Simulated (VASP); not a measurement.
Calculation: PBEsol GGA, VASP's PBE PAW potentials (set 64) (plane waves; VASP).

A VASP calculation is set up with these files.

POSCAR:
```
CoPt
1.0
  2.6582354978   0.0000000000   0.0000000000
  0.0000000000   2.6582354978   0.0000000000
  0.0000000000   0.0000000000   3.5992249592
Co Pt
1 1
Cartesian
  0.0000000000   0.0000000000   0.0000000000
  1.3291177489   1.3291177489   1.7996124796
```

INCAR:
```
LORBIT = 10
PREC = Accurate
SIGMA = 0.1
LWAVE = .False.
LASPH = .True.
ALGO = Normal   # blocked Davidson
EDIFF = 1E-7   # SCF stop (eV)
LREAL = .False.   # projection in real space or not
MAGMOM = 1.8 0.4
ISPIN = 2   # spin-polarised
EDIFFG = -0.01   # ionic stop
SYSTEM = CoPt
ISMEAR = 1
IBRION = 2   # conjugate gradients
LCHARG = .False.
ISIF = 2
ENCUT = 480   # plane-wave cut-off (eV)
NSW = 30
GGA = PS
NELM = 100
LMAXMIX = 6   # l cut-off of mixed one-centre charges
```

KPOINTS:
```
Automatic
0
Gamma
 12 12 10
0 0 0
```

POTCAR, in this order: Co Pt (PBE.64 set). Program: vasp_std.

What VASP printed:

OSZICAR:
```
       N       E                     dE             d eps       ncg     rms          rms(c)
DAV:   1     0.964959720304E+02    0.96496E+02   -0.84659E+03  9600   0.142E+03
DAV:   2    -0.126821769526E+02   -0.10918E+03   -0.10114E+03  9798   0.280E+02
DAV:   3    -0.164342978151E+02   -0.37521E+01   -0.36385E+01 11064   0.632E+01
DAV:   4    -0.164817117133E+02   -0.47414E-01   -0.47377E-01 11012   0.617E+00
DAV:   5    -0.164831174406E+02   -0.14057E-02   -0.14057E-02 11668   0.115E+00    0.187E+01
DAV:   6    -0.176988645847E+02   -0.12157E+01   -0.15613E+01  9748   0.945E+01    0.215E+01
DAV:   7    -0.150405461934E+02    0.26583E+01   -0.10935E+01 11746   0.946E+01    0.943E+00
DAV:   8    -0.149306605491E+02    0.10989E+00   -0.53430E-01 11210   0.119E+01    0.438E+00
DAV:   9    -0.148413127906E+02    0.89348E-01   -0.18080E-01 12898   0.100E+01    0.110E+00
DAV:  10    -0.148394982450E+02    0.18145E-02   -0.18624E-02 13990   0.195E+00    0.485E-01
DAV:  11    -0.148389259991E+02    0.57225E-03   -0.19802E-03 13144   0.107E+00    0.237E-01
DAV:  12    -0.148386597589E+02    0.26624E-03   -0.32575E-04 13486   0.378E-01    0.888E-02
DAV:  13    -0.148386447690E+02    0.14990E-04   -0.39166E-05 13396   0.113E-01    0.336E-02
DAV:  14    -0.148386430830E+02    0.16861E-05   -0.25235E-05 13792   0.562E-02    0.148E-02
DAV:  15    -0.148386435307E+02   -0.44773E-06   -0.10405E-06 11280   0.201E-02    0.670E-03
DAV:  16    -0.148386434539E+02    0.76843E-07   -0.20291E-07  6592   0.944E-03
   1 F= -.14838643E+02 E0= -.14838746E+02  d E =-.148386E+02  mag=     2.2275
```

**OUTCAR**
```
------------------------ aborting loop because EDIFF is reached ----------------------------------------
  FORCE on cell =-STRESS in cart. coord.  units (eV):
  Direction    XX          YY          ZZ          XY          YZ          ZX
  --------------------------------------------------------------------------------------
  Total        0.5241352      0.5241352      0.8725766      0.0000000      0.0000000      0.0000000
  in kB       33.0185508     33.0185508     54.9690498      0.0000000      0.0000000      0.0000000
  external PRESSURE =      40.3353838 kB  Pullay stress =       0.0000000 kB
  volume of cell :       25.43
      direct lattice vectors                 reciprocal lattice vectors
     2.658235498  0.000000000  0.000000000     0.376189394  0.000000000  0.000000000
     0.000000000  2.658235498  0.000000000     0.000000000  0.376189394  0.000000000
     0.000000000  0.000000000  3.599224959     0.000000000  0.000000000  0.277837593
 POSITION                                       TOTAL-FORCE (eV/Angst)
 -----------------------------------------------------------------------------------
      0.00000      0.00000      0.00000         0.000000      0.000000      0.000000
      1.32912      1.32912      1.79961         0.000000      0.000000      0.000000
 -----------------------------------------------------------------------------------
    total drift:                               -0.000000      0.000000      0.000000
  FREE ENERGIE OF THE ION-ELECTRON SYSTEM (eV)
  ---------------------------------------------------
  free  energy   TOTEN  =       -14.8386434539 eV

  energy  without entropy=      -14.8389510839  energy(sigma->0) =      -14.83874600

 total charge

# of ion       s       p       d       tot
------------------------------------------
    1        0.434   0.491   7.245   8.169
    2        0.732   0.730   8.063   9.526
--------------------------------------------------
tot          1.166   1.221  15.308  17.695

 magnetization (x)

# of ion       s       p       d       tot
------------------------------------------
    1       -0.001  -0.010   1.834   1.823
    2       -0.013  -0.046   0.461   0.402
--------------------------------------------------
tot         -0.014  -0.055   2.294   2.226

 reached required accuracy - stopping structural energy minimisation
```
(Selected blocks of OUTCAR.)

The compound is CoPt in the L1_0 structure. This cell was strained or had an atom moved on purpose.
